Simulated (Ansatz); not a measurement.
# SiC24: the cost of one run

Program: Ansatz 0.2.0. Level of theory: DFT PBE+D3(BJ), scalar-relativistic, plane waves, PAW. These are calculated values, not measurements.

3 further runs of the same task are left out: 3 set aside as unsound or not needed.

## 1. The starting structure

Symmetry: Fd-3m, No. 227, cubic system. The conventional cell has a = 3.557 Å, b = 3.557 Å, c = 3.557 Å, α = 90.00°, β = 90.00°, γ = 90.00°. C (site symmetry -43m) has 4 C at 1.54 Å as nearest neighbours.

Coordinates:

```xyz
2
Lattice="0.0000 1.7785 1.7785 1.7785 0.0000 1.7785 1.7785 1.7785 0.0000" Properties=species:S:1:pos:R:3 pbc="T T T"
C     1.7785    1.7785    1.7785
C     2.6678    2.6678    2.6678
```

It is the result of an earlier relaxation at this level (volume 5.63 Å³/atom; gap on the mesh: 4.18 eV).

## 4. The grid

Atoms count from 1 in the order of the input.

Si is moved over the surface cell at a fixed height above a rigid substrate; the origin of the map has the adsorbate above C21; the height is held at 2.50 Å.

First coordinate, position of Si25 along the first surface vector, from above C21: 6 values from 0.000 to 0.833, periodic. Second coordinate, position of Si25 along the second surface vector, from above C21: 6 values from 0.000 to 0.833, periodic.

Nothing else is relaxed. Points are written as (first, second).

The two vectors of the plane (Å): (2.515, 0.000, 0.000); (-1.258, 2.178, 0.000).

(The set-up runs are not shown.)

## 5. Grid point (0/6, 0/6) of the map's two axes

input.yaml reads:

```yaml
crystal:
  lattice:
    - [5.0304222913, 0.0, 0.0]
    - [-2.5152111456, 4.356473496, 0.0]
    - [0.0, 0.0, 22.898528743]
  atoms:
    - { symbol: C, position: [0.1666666667, 0.3333333333, 0.174683712] }
    - { symbol: C, position: [0.1666666667, 0.8333333333, 0.174683712] }
    - { symbol: C, position: [0.6666666667, 0.3333333333, 0.174683712] }
    - { symbol: C, position: [0.6666666667, 0.8333333333, 0.174683712] }
    - { symbol: C, position: [0.0, 0.0, 0.1971050357] }
    - { symbol: C, position: [0.0, 0.5, 0.1971050357] }
    - { symbol: C, position: [0.5, 0.0, 0.1971050357] }
    - { symbol: C, position: [0.5, 0.5, 0.1971050357] }
    - { symbol: C, position: [0.0, 0.0, 0.2643690068] }
    - { symbol: C, position: [0.0, 0.5, 0.2643690068] }
    - { symbol: C, position: [0.5, 0.0, 0.2643690068] }
    - { symbol: C, position: [0.5, 0.5, 0.2643690068] }
    - { symbol: C, position: [0.3333333333, 0.1666666667, 0.2794551217] }
    - { symbol: C, position: [0.3333333333, 0.6666666667, 0.2794551217] }
    - { symbol: C, position: [0.8333333333, 0.1666666667, 0.2794551217] }
    - { symbol: C, position: [0.8333333333, 0.6666666667, 0.2794551217] }
    - { symbol: C, position: [0.3333333333, 0.1666666667, 0.4145887539] }
    - { symbol: C, position: [0.3333333333, 0.6666666667, 0.4145887539] }
    - { symbol: C, position: [0.8333333333, 0.1666666667, 0.4145887539] }
    - { symbol: C, position: [0.8333333333, 0.6666666667, 0.4145887539] }
    - { symbol: C, position: [0.1666666667, 0.3333333333, 0.4148095648] }
    - { symbol: C, position: [0.1666666667, 0.8333333333, 0.4148095648] }
    - { symbol: C, position: [0.6666666667, 0.3333333333, 0.4148095648] }
    - { symbol: C, position: [0.6666666667, 0.8333333333, 0.4148095648] }
    - { symbol: Si, position: [0.1666666667, 0.3333333333, 0.5239868848], spin: 2.0 }
basis:
  ecutwfc: 420
kpoints:
  mp_grid: { grid: [6, 6, 1] }
hamiltonian:
  xc: pbe
  pseudopotentials: { kind: paw, azcp: { folder: soft_1 } }
  dispersion: d3bj
scf:
  occupations: { method: gaussian, width: 0.05 }
output:
  forces: true
  eigenvalues: true
  populations: true
  write_density: true
  write_potential: true
  elf: true
  volumetric_format: npy
magnetization:
  spin_polarized: true
efield:
  axis: 3
  dipole_correction: true
  ramp_width: 0.04
```

On the command line:

```console
ansatz run input.yaml --threads 2 --pin off --max-ram 6144MiB --backend cpu --events-out ev --progress --plain --runs-dir out
```

Q: Estimate wall time and peak memory on 2 threads of Arm Neoverse V2, shared host.

About 62 s, with a peak of 0.99 GiB.
